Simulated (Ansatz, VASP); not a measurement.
## Li2S in VASP and in Ansatz

```
CELL_PARAMETERS angstrom
0.00000 2.83517 2.83517
2.83517 0.00000 2.83517
2.83517 2.83517 0.00000
ATOMIC_POSITIONS crystal
Li 0.75000 0.75000 0.75000
Li 0.25000 0.25000 0.25000
S 0.00000 0.00000 0.00000
```

The cell comes from a database or a generator and needn't be the stable form of this composition.

Alike in both runs: task relaxation of cell and atoms; functional PBE; dispersion D3(BJ); k mesh 8 × 8 × 8; occupations gaussian, width 0.02 eV; no spin polarisation.

|  | VASP | Ansatz |
| --- | --- | --- |
| version | VASP 6.6.1 | Ansatz 0.2.0 |
| potentials or method | VASP PAW PBE potentials, release 64 (Li_sv, S) | scalar-relativistic, plane waves, PAW |
| plane-wave cutoff (eV) | 600 | 420 |
| valence electrons in the cell | 12 | 12 |

VASP gave:

* gap on the k mesh at the Fermi level, each at its own relaxed structure (eV): 3.33
* relaxed volume (Å³/atom): 14.34
* relaxed cell length with the largest relative difference (Å): 3.933
* energy change over the relaxation (meV/atom): -7

**Question.** Estimate Ansatz's values.

**Answer.** gap on the k mesh at the Fermi level, each at its own relaxed structure (eV): 3.34; relaxed volume (Å³/atom): 14.40; relaxed cell length with the largest relative difference (Å): 3.938; energy change over the relaxation (meV/atom): -6.

Caveats: the cutoff is under 1.25 times the usual one of these potentials, so pressure, stress and relaxed cells hold a basis-set (Pulay) error (VASP). A k mesh can miss the band edges. PBE gaps usually lie below the measured ones, often by a third to a half.
